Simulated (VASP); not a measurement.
Crystal: SnO2 (Cassiterite).

```
CELL_PARAMETERS angstrom
4.73800 0.00000 0.00000
0.00000 4.73800 0.00000
0.00000 0.00000 3.18650
ATOMIC_POSITIONS crystal
Sn 0.00000 0.00000 0.00000
Sn 0.50000 0.50000 0.50000
O 0.30710 0.30710 0.00000
O 0.19290 0.80710 0.50000
O 0.69290 0.69290 0.00000
O 0.80710 0.19290 0.50000
```

| Quantity | Value |
| --- | --- |
| Program | VASP 6.6.1 |
| Task | relaxation of cell and atoms |
| Functional | PBEsol |
| Potentials or basis | VASP PAW PBE potentials, release 64 (Sn_d, O) |
| Cutoff | 600 eV |
| k mesh | 6 × 6 × 8 |
| Occupations | gaussian, width 0.03 eV |
| Spin | no spin polarisation |

At the start: pressure 5.2 GPa; volume 11.92 Å³/atom.

**Question.** How do energy, volume and symmetry change on relaxing?

**Answer.** Over 5 steps the energy falls by 5.0 meV/atom and the volume is 12.20 Å³/atom (+2.3 %); space group P4_2/mnm (No. 136, to 0.05 Å).

The path:
```
step  energy change (eV)  largest force (eV/Å)  pressure (GPa)  volume (Å³)
   1              0.0000                0.2277            5.24        71.53
   2              0.0238                0.2179           -6.26        75.64
   3             -0.0302                0.0171           -0.05        73.24
   4             -0.0302                0.0212            0.10        73.21
   5             -0.0302                0.0080            0.05        73.21
```

Final structure:
```yaml
crystal:
  lattice:
    - [4.77064, 0.00000, 0.00000]
    - [0.00000, 4.77064, 0.00000]
    - [0.00000, 0.00000, 3.21664]
  atoms:
    - { symbol: Sn, position: [0.00000, 0.00000, 0.00000] }
    - { symbol: Sn, position: [0.50000, 0.50000, 0.50000] }
    - { symbol: O, position: [0.30630, 0.30630, 0.00000] }
    - { symbol: O, position: [0.19370, 0.80630, 0.50000] }
    - { symbol: O, position: [0.69370, 0.69370, 0.00000] }
    - { symbol: O, position: [0.80630, 0.19370, 0.50000] }
```

Caveat: the PAW data sets were made with another functional, which shifts forces and pressure a little.
